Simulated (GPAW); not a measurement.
The system is TiC.

```xyz
2
Lattice="0.0000 2.1657 2.1657 2.1657 0.0000 2.1657 2.1657 2.1657 0.0000" Properties=species:S:1:pos:R:3 pbc="T T T"
Ti    0.0000    0.0000    0.0000
C     2.1657    2.1657    2.1657
```

The cell is a database's computed one.

| Quantity | Value |
| --- | --- |
| Program | GPAW 26.7.0 |
| Task | relaxation of cell and atoms |
| Functional | PBEsol |
| Potentials or basis | PAW data sets generated in the run's folder for this functional |
| Cutoff | 800 eV |
| Basis | pw |
| k mesh | 11 × 11 × 11 |
| Occupations | fermi-dirac, width 0.05 eV |
| Spin | no spin polarisation |

At the start: pressure -5.9 GPa; volume 10.16 Å³/atom.

Q: Where does the relaxation end?

A: Over 3 steps the energy falls by 3.4 meV/atom and the volume is 9.93 Å³/atom (-2.3 %); space group Fm-3m (No. 225, to 0.05 Å).

Step by step:
| step | energy change (eV) | largest force (eV/Å) | pressure (GPa) | volume (Å³) |
| --- | --- | --- | --- | --- |
| 1 | 0.0000 | 0.0000 | -5.85 | 20.32 |
| 2 | -0.0043 | 0.0000 | -3.87 | 20.16 |
| 3 | -0.0069 | 0.0000 | 0.09 | 19.85 |

Final structure:
```
Ti C
1.0
     0.00000    2.14910    2.14910
     2.14910    0.00000    2.14910
     2.14910    2.14910    0.00000
Ti C
1 1
Direct
  0.00000 0.00000 0.00000
  0.50000 0.50000 0.50000
```

Caveat: later steps reuse the first step's grids.
